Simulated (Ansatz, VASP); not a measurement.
# MgH2 in VASP and in Ansatz

```
CELL_PARAMETERS angstrom
4.42963 0.00000 0.00000
0.00000 4.42963 0.00000
0.00000 0.00000 2.97367
ATOMIC_POSITIONS crystal
Mg 0.00000 0.00000 0.00000
Mg 0.50000 0.50000 0.50000
H 0.30449 0.30449 0.00000
H 0.19551 0.80449 0.50000
H 0.69551 0.69551 0.00000
H 0.80449 0.19551 0.50000
```

Alike in both runs: functional LDA; k mesh 6 × 6 × 8; occupations gaussian, width 0.02 eV; no spin polarisation.

Ansatz relaxed the structure, and its values are those at the end. VASP's run is a single point on that final structure, the one shown.

```csv
,VASP,Ansatz
version,VASP 6.6.1,Ansatz 0.2.0
potentials or method,"VASP PAW LDA potentials, release 64 (Mg, H)","scalar-relativistic, plane waves, PAW"
plane-wave cutoff (eV),520,420
valence electrons in the cell,8,24
```

VASP gave:

* gap on the k mesh at the Fermi level (eV): 3.51
* least direct gap on the mesh (eV): 4.37
* pressure (GPa): -0.5
* rms of the force components (eV/Å): 0.004

Problem. Which values does Ansatz return?

Solution. gap on the k mesh at the Fermi level (eV): 3.51; least direct gap on the mesh (eV): 4.37; pressure (GPa): 0.0; rms of the force components (eV/Å): 0.003.

The two sets of potentials don't hold the same shells in valence.

A k mesh can miss the band edges.
